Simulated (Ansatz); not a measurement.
## Y: comparing deformations

Theory: DFT PBE, scalar-relativistic, plane waves, PAW in Ansatz. Cutoff 420 eV, Γ-centred 18×18×8 k-points, Gaussian smearing of 0.15 eV. No spin polarisation. Energies are free energies at this smearing, counted from the undisturbed cell; pressure is positive in compression.

The undisturbed cell (as given, not relaxed at this level; it stands at -0.4 GPa):

```
Y
1.0
     3.65150    0.00000    0.00000
    -1.82575    3.16229    0.00000
     0.00000    0.00000    5.74740
Y
2
Direct
  0.33333 0.66667 0.25000
  0.66667 0.33333 0.75000
```

The cell is strained by ε times a Voigt pattern (xx, yy, zz, yz, xz, xy; engineering shear) with fractional coordinates fixed. τ = (1/V0) dE/dε comes from the stress tensor. Of each scan, only the three points used here are listed.

| pattern | ε | τ (GPa) |
| --- | --- | --- |
| (1, 1, 0, 0, 0, 0) | -0.0250 | -4.81 |
| (1, 1, 0, 0, 0, 0) | 0.0000 | 0.28 |
| (1, 1, 0, 0, 0, 0) | 0.0250 | 4.94 |
| (0, 0, 1, 0, 0, 0) | -0.0250 | -1.19 |
| (0, 0, 1, 0, 0, 0) | 0.0000 | 0.83 |
| (0, 0, 1, 0, 0, 0) | 0.0250 | 2.59 |
| (0, 0, 0, 1, 0, 0) | -0.0075 | -0.177 |
| (0, 0, 0, 1, 0, 0) | 0.0000 | 0.000 |
| (0, 0, 0, 1, 0, 0) | 0.0075 | 0.177 |

Task: Which constants do the scans give, and which deformation costs least for the same size of strain tensor?

Result: The slope dτ/dε at zero (parabola through three points) is pᵀCp: (1, 1, 0, 0, 0, 0) gives C11 + C22 + 2 C12 = 195 GPa; (0, 0, 1, 0, 0, 0) gives C33 = 76 GPa; (0, 0, 0, 1, 0, 0) gives C44 = 23.6 GPa. The size of the strain tensor, ε:ε, is ε² times 2.0, 1.0, 0.5. Per unit of it the stiffnesses are 98, 76, 47.2 GPa, so (0, 0, 0, 1, 0, 0) is the softest of these: at ε:ε = (1 %)² the quadratic term costs 0.49 meV/atom against 1.01 for the stiffest. These are clamped-ion values. The starting stress shifts them by about its own size.

Forces appear on the atoms along this scan, and letting them relax would lower the energy and soften the response. In a metal these slopes depend on the k mesh and the smearing.